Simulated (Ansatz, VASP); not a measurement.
One calculation of Zr4B, two programs

```
CELL_PARAMETERS angstrom
3.99911 -3.78809 0.00000
3.99911 3.78809 0.00000
0.00000 0.00000 3.41471
ATOMIC_POSITIONS crystal
Zr 0.78474 0.21526 0.50000
Zr 0.21526 0.78474 0.50000
Zr 0.29139 0.29139 0.00000
Zr 0.70861 0.70861 0.00000
B 0.00000 0.00000 0.00000
```

Change from the starting cell: species swapped into the OsCl4 type (Cmmm, No. 65).

Alike in both runs: functional PBE; k mesh 4 × 4 × 6; occupations gaussian, width 0.1 eV; no spin polarisation.

Ansatz relaxed the structure, and its values are those at the end. VASP's run is a single point on that final structure, the one shown.

|  | VASP | Ansatz |
| --- | --- | --- |
| version | VASP 6.6.1 | Ansatz 0.2.0 |
| potentials or method | VASP PAW PBE potentials, release 64 (Zr_sv, B) | scalar-relativistic, plane waves, PAW |
| plane-wave cutoff (eV) | 520 | 420 |
| valence electrons in the cell | 51 | 51 |

VASP gave:

| Quantity | Value |
| --- | --- |
| gap on the k mesh at the Fermi level (eV) | none |
| pressure (GPa) | 0.2 |
| rms of the force components (eV/Å) | 0.007 |

**Question.** Estimate Ansatz's values.

**Answer.** gap on the k mesh at the Fermi level (eV): none; pressure (GPa): 0.1; rms of the force components (eV/Å): 0.010.

A gap of «none» marks a metal or a gap that the smearing closes. With one functional, cell and mesh, what is left measures potentials, basis and numerics.
